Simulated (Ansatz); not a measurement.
# Ga: the cost of one run

Computed with Ansatz 0.2.0 (DFT PBE, scalar-relativistic, plane waves, PAW, unless a step's input says otherwise).

## (1) The starting structure

It takes space group R-3m (No. 166, trigonal). Conventional cell: a = 9.043 Å, b = 9.043 Å, c = 16.956 Å, α = 90.00°, β = 90.00°, γ = 120.00°. Ga (site symmetry m) has 6 Ga at 2.57 to 2.80 Å as nearest neighbours. Around Ga (site symmetry m) lie 6 Ga at 2.57 to 2.82 Å. Ga (site symmetry m) has 8 Ga at 2.75 to 2.97 Å as nearest neighbours. Ga (site symmetry 2/m) is surrounded by 10 Ga at 2.74 to 2.85 Å. Ga (site symmetry -3m) is surrounded by 6 Ga at 2.75 Å.

Structure file:

```
Ga
1.0
     4.52164    2.61057    5.65185
    -4.52164    2.61057    5.65185
     0.00000   -5.22114    5.65185
Ga
22
Direct
  0.62419 0.32202 0.32202
  0.37581 0.67798 0.67798
  0.97870 0.27865 0.27865
  0.61328 0.10006 0.10006
  0.02130 0.72135 0.72135
  0.38672 0.89994 0.89994
  0.32202 0.32202 0.62419
  0.67798 0.37581 0.67798
  0.72135 0.02130 0.72135
  0.10006 0.61328 0.10006
  0.89994 0.89994 0.38672
  0.67798 0.67798 0.37581
  0.00000 0.50000 0.50000
  0.32202 0.62419 0.32202
  0.27865 0.97870 0.27865
  0.72135 0.72135 0.02130
  0.50000 0.50000 0.00000
  0.10006 0.10006 0.61328
  0.89994 0.38672 0.89994
  0.00000 0.00000 0.00000
  0.27865 0.27865 0.97870
  0.50000 0.00000 0.50000
```

(A quick probe on a coarse mesh, which set the mesh and smearing, is not shown.)

## (3) The relaxation

Contents of input.yaml:

```yaml
crystal:
  lattice:
    - [4.5216412773, 2.6105708086, 5.6518497652]
    - [-4.5216412773, 2.6105708086, 5.6518497652]
    - [0.0, -5.2211416172, 5.6518497652]
  atoms:
    - { symbol: Ga, position: [0.62418588, 0.32201688, 0.32201688] }
    - { symbol: Ga, position: [0.37581412, 0.67798312, 0.67798312] }
    - { symbol: Ga, position: [0.97870251, 0.27864654, 0.27864654] }
    - { symbol: Ga, position: [0.61327765, 0.1000577, 0.1000577] }
    - { symbol: Ga, position: [0.02129749, 0.72135346, 0.72135346] }
    - { symbol: Ga, position: [0.38672235, 0.8999423, 0.8999423] }
    - { symbol: Ga, position: [0.32201688, 0.32201688, 0.62418588] }
    - { symbol: Ga, position: [0.67798312, 0.37581412, 0.67798312] }
    - { symbol: Ga, position: [0.72135346, 0.02129749, 0.72135346] }
    - { symbol: Ga, position: [0.1000577, 0.61327765, 0.1000577] }
    - { symbol: Ga, position: [0.8999423, 0.8999423, 0.38672235] }
    - { symbol: Ga, position: [0.67798312, 0.67798312, 0.37581412] }
    - { symbol: Ga, position: [0.0, 0.5, 0.5] }
    - { symbol: Ga, position: [0.32201688, 0.62418588, 0.32201688] }
    - { symbol: Ga, position: [0.27864654, 0.97870251, 0.27864654] }
    - { symbol: Ga, position: [0.72135346, 0.72135346, 0.02129749] }
    - { symbol: Ga, position: [0.5, 0.5, 0.0] }
    - { symbol: Ga, position: [0.1000577, 0.1000577, 0.61327765] }
    - { symbol: Ga, position: [0.8999423, 0.38672235, 0.8999423] }
    - { symbol: Ga, position: [0.0, 0.0, 0.0] }
    - { symbol: Ga, position: [0.27864654, 0.27864654, 0.97870251] }
    - { symbol: Ga, position: [0.5, 0.0, 0.5] }
basis:
  ecutwfc: 420
kpoints:
  mp_grid: { grid: [6, 6, 6] }
hamiltonian:
  xc: pbe
scf:
  occupations: { method: gaussian, width: 0.1 }
output:
  forces: true
  stress: true
  eigenvalues: true
relax:
  adjacent_minimum: "off"
  f_tol: 0.01
  max_steps: 80
  cell: { stress_tol: 0.05 }
```

What time and memory should one allow on 4 threads of an Arm CPU, shared host?

About 9.7 min, with a peak of 2.8 GiB.
